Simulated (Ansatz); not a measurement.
# Two Ansatz runs on HgSe

Structure from Materials Project entry mp-820 (possibly hypothetical), not relaxed further. The listed cell was then made from it by scaling, straining or moving an atom.

First run: DFT, PBEsol, PAW with Ansatz's default frozen-core files, scalar-relativistic (Ansatz 0.2.0).

Command: `ansatz run input.yaml --threads 1 --pin off --max-ram 2048MiB --backend cpu --events-out ev --progress --plain --runs-dir out` The run took 5 s on 1 thread of AMD EPYC 7R43 64-Core Processor (Zen 3), with other jobs on the host, peak memory 0.49 GiB.

```yaml
crystal:
  lattice:
    - [0.0, 3.121916643, 3.121916643]
    - [3.121916643, 0.0, 3.121916643]
    - [3.121916643, 3.121916643, 0.0]
  atoms:
    - { symbol: Hg, position: [0.0, 0.0, 0.0] }
    - { symbol: Se, position: [0.25, 0.25, 0.25] }
kpoints:
  mp_grid: { grid: [10, 10, 10] }
scf:
  occupations: { method: fermi_dirac, width: 0.05 }
hamiltonian:
  xc: pbesol
  pseudopotentials: { kind: paw }
output:
  forces: true
  stress: true
  eigenvalues: true
  efg: { contact_densities: true }
```

Result: converged; pressure -2.42 GPa; no gap on the k mesh; 6 SCF iterations.

No spin–orbit coupling, which matters for the heavy atoms here.

The input is then changed:

```diff
@@ -11,4 +11,5 @@
 scf:
   occupations: { method: fermi_dirac, width: 0.05 }
+  mixing: { algorithm: anderson, beta: 0.7, ndim: 8 }
 hamiltonian:
   xc: pbesol
```

What does the second run give?

It converged; energy at zero smearing 0.0 meV/atom from the first run; pressure -2.42 GPa; no gap on the k mesh; 6 SCF iterations.

The results part of its log:

```
SCF 1 converged in 6 iterations: F = -19092.604827 eV  dr2 = 1.52e-8
  greatest PAW one-centre occupation: 1.000 electrons in one spin orbital (limit 2), on the Hg atom at site 0 (counted from 0), in its partial waves of l = 0
SCF converged after 6 iterations
Stability not checked: this state was not tested for a lower state beside it, because the mixer in use, unlike msr1, does not test its closes by its own steps (another_mixer; see scf.mixing.algorithm and scf.lower_state_search)
Free energy (F): -19092.604827 eV
Harris-Foulkes:  -19092.604827 eV  (|F-HF|=5.87e-9)
Internal energy: -19092.604393 eV  (E = F + TS)
E sigma→0 (E₀):  -19092.604610 eV
Entropy (-TS):   -0.000434 eV (-0.217 meV/atom)
Fermi energy:    7.553171 eV
--- Per-component energies (eV) ---
  E_band       = -911.233337
  E_kinetic    = 719.844636
  E_local      = -5966.011100  (includes V_loc(G=0)·N_el)
  E_nonlocal   = -515.239808
  E_hartree    = 2716.808783
  E_xc         = -320.611580
  E_vxc        = -357.590222  (∫ρ·V_xc dr)
  E_paw        = -11668.740044  (= ΣΔE_a)
  E_vpaw       = -225.859188  (= ΣTr[D̂ρ^β])
  E_aug_tail   = 0.000290  (compensation charges beyond the density's cutoff)
  E_ewald      = -4059.992671
  E_core_change = 1.337102  (= ΣΔE_core)
  E_smearing   = -0.000434  (= −TS)
  E_closure    = -0.000000  (closes the sum)
  Σ components = -19092.604827   (vs F -19092.604827, Δ=0.00e0)
--- Forces (eV/Å), atoms counted from 1 ---
  atom   1  Hg     0.00000000    -0.00000000     0.00000000
  atom   2  Se    -0.00000000     0.00000000     0.00000000
  max |Σ_I F_I| component: 2.66e-17 eV/Å
--- Stress (GPa, compression-positive) ---
       -2.420042      -0.000000      -0.000000
       -0.000000      -2.420042       0.000000
       -0.000000       0.000000      -2.420042
  P = ⅓ Tr σ = -2.4200 GPa (-24.200 kbar)
--- PAW observables at the nuclei: V_zz in 10²¹ V/m², potentials from the cell's mean, atoms counted from 1 ---
  atom   1  Hg V_zz =    -0.000000   η = 0.0000   by run symmetry: forbidden
            electrostatic potential = -16787.480247 V   contact ρ = 14111492.420782 e/Å³
  atom   2  Se V_zz =    +0.000000   η = 0.0000   by run symmetry: forbidden
            electrostatic potential = -4709.811384 V   contact ρ = 262403.915210 e/Å³
--- Band table (eV; the first three rows and the last of 47) ---
  k-point 0: bands = ["-106.7757", "-55.1845", "-55.1845", "-55.1845", "-39.8796", "-39.8796", "-39.8796", "-39.8772", "-39.8772", "-5.4977", "0.7398", "0.7398", "0.7398", "1.3629", "1.3629", "6.3452", "7.4626", "7.4626", "7.4626", "12.9817", "12.9817", "12.9817"]
  k-point 1: bands = ["-106.7757", "-55.1845", "-55.1845", "-55.1845", "-39.8796", "-39.8796", "-39.8796", "-39.8772", "-39.8772", "-5.4613", "0.7568", "0.7568", "0.7579", "1.3616", "1.3616", "5.8037", "7.3730", "7.3730", "7.8533", "12.6837", "13.1115", "13.1115"]
  k-point 2: bands = ["-106.7757", "-55.1845", "-55.1845", "-55.1845", "-39.8796", "-39.8796", "-39.8796", "-39.8772", "-39.8772", "-5.3641", "0.7992", "0.7992", "0.8324", "1.3620", "1.3620", "4.8531", "7.1508", "7.1508", "8.3059", "12.5401", "13.3976", "13.3976"]
  k-point 46: bands = ["-106.7757", "-55.1847", "-55.1846", "-55.1846", "-39.8797", "-39.8796", "-39.8796", "-39.8772", "-39.8772", "-4.9633", "0.9924", "1.0778", "1.2605", "1.3666", "1.8386", "2.5869", "5.1269", "5.3293", "10.7400", "12.0864", "13.9231", "14.9312"]
```
